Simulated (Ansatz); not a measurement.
`[CH3][Ge]([F])([SiH3])[Cl]` + `CC(=O)O` → `CC(=O)O[SiH3]` + `[CH3][GeH]([F])[Cl]` at 600 K and 1 bar (cleavage of the Si–Ge bond).

Gas-phase electronic energies from Ansatz, PBE0-D4/def2-TZVP geometries. CBS: MP2 limit from def2 TZ/QZ plus the TZ coupled-cluster correction, frozen cores. For Ge outer-core shells are correlated without core-valence functions, which leaves a few kJ/mol of doubt a bond. Scalar relativity is left out up to krypton. One conformer a species, not always the lowest.

| species | CCSD(T)/CBS energy (Eh) | H − E (kJ/mol) | S (J/(mol·K)) |
| --- | --- | --- | --- |
| `[CH3][Ge]([F])([SiH3])[Cl]` | -2966.52107 | 246.0 | 509.0 |
| `CC(=O)O` | -228.87529 | 204.1 | 348.2 |
| `CC(=O)O[SiH3]` | -519.18600 | 263.0 | 428.1 |
| `[CH3][GeH]([F])[Cl]` | -2676.23424 | 179.3 | 411.4 |

H − E and S are ideal-gas, rigid-rotor, harmonic terms from PBE0-D4/def2-TZVP, for one conformer and one mirror image of each species. 1 Eh = 2625.50 kJ/mol, R = 8.31446 J/(mol·K).

Q: By hand: ΔE, ΔH, ΔS and ΔG.

A: ΔE = (-519.18600) + (-2676.23424) − (-2966.52107) − (-228.87529) = -0.02388 Eh = -62.7 kJ/mol. Δ(H − E) = 263.0 + 179.3 − 246.0 − 204.1 = -7.8, so ΔH = -70.5 kJ/mol. ΔS = 428.1 + 411.4 − 509.0 − 348.2 = -17.7 J/(mol·K). ΔG = -70.5 − 600 × (-17.7)/1000 = -59.9 kJ/mol.

Q: By hand: the equilibrium constant, and the temperature at which ΔG would vanish if ΔH and ΔS stayed fixed.

A: log₁₀ K = −ΔG/(RT ln 10) = 5.2. ΔG = 0 at ΔH/ΔS = 3983 K, far beyond where these terms or the molecules hold.

ΔH outweighs TΔS. A doubt of 5 kJ/mol in ΔE shifts log₁₀ K by 0.4 here. Other conformers and mirror images would add mixing entropy, several J/(mol·K) or more a flexible species. These are equilibria of isolated gas molecules and say nothing of rates. Largest T1 diagnostic: 0.015 (customary marks: 0.02 for closed shells, 0.045 for open ones).
